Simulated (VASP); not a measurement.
Crystal: TiO2 (Rutile).

```
CELL_PARAMETERS angstrom
4.59220 0.00000 0.00000
0.00000 4.59220 0.00000
0.00000 0.00000 2.95740
ATOMIC_POSITIONS crystal
Ti 0.00000 0.00000 0.00000
Ti 0.50000 0.50000 0.50000
O 0.30496 0.30496 0.00000
O 0.19504 0.80496 0.50000
O 0.69504 0.69504 0.00000
O 0.80496 0.19504 0.50000
```

| Item | Value |
| --- | --- |
| Program | VASP 6.6.1 |
| Task | relaxation of cell and atoms |
| Functional | RPBE |
| Potentials or basis | VASP PAW PBE potentials, release 64 (Ti_sv, O) |
| Cutoff | 600 eV |
| k mesh | 6 × 6 × 10 |
| Occupations | gaussian, width 0.03 eV |
| Spin | no spin polarisation |

At the start: pressure 10.8 GPa; volume 10.39 Å³/atom.

**Question.** Where does the relaxation end?

**Answer.** Over 10 steps the energy falls by 17.0 meV/atom and the volume is 10.93 Å³/atom (+5.1 %); space group P4_2/mnm (No. 136, to 0.05 Å).

Step by step:
```csv
step,energy change (eV),largest force (eV/Å),pressure (GPa),volume (Å³)
1,0.0000,0.1548,10.85,62.37
2,0.0322,0.3961,-10.29,68.94
3,-0.0951,0.1273,-0.02,65.30
4,-0.0951,0.1223,0.16,65.24
5,-0.1007,0.0504,0.18,65.41
6,-0.1017,0.0055,0.19,65.54
7,-0.1017,0.0003,0.15,65.52
8,-0.1017,0.0034,0.17,65.52
9,-0.1017,0.0078,-0.16,65.63
10,-0.1018,0.0046,-0.01,65.57
```

Final structure:
```cif
data_structure
_symmetry_space_group_name_H-M 'P 1'
_symmetry_Int_Tables_number 1
_cell_length_a 4.6884
_cell_length_b 4.6884
_cell_length_c 2.9828
_cell_angle_alpha 90.000
_cell_angle_beta 90.000
_cell_angle_gamma 90.000
_cell_volume 65.57
loop_
_atom_site_label
_atom_site_type_symbol
_atom_site_fract_x
_atom_site_fract_y
_atom_site_fract_z
_atom_site_occupancy
Ti1 Ti 0.00000 0.00000 0.00000 1
Ti2 Ti 0.50000 0.50000 0.50000 1
O1 O 0.30572 0.30572 0.00000 1
O2 O 0.19428 0.80572 0.50000 1
O3 O 0.69428 0.69428 0.00000 1
O4 O 0.80572 0.19428 0.50000 1
```

Caveat: the PAW data sets were made with another functional, which shifts forces and pressure a little.
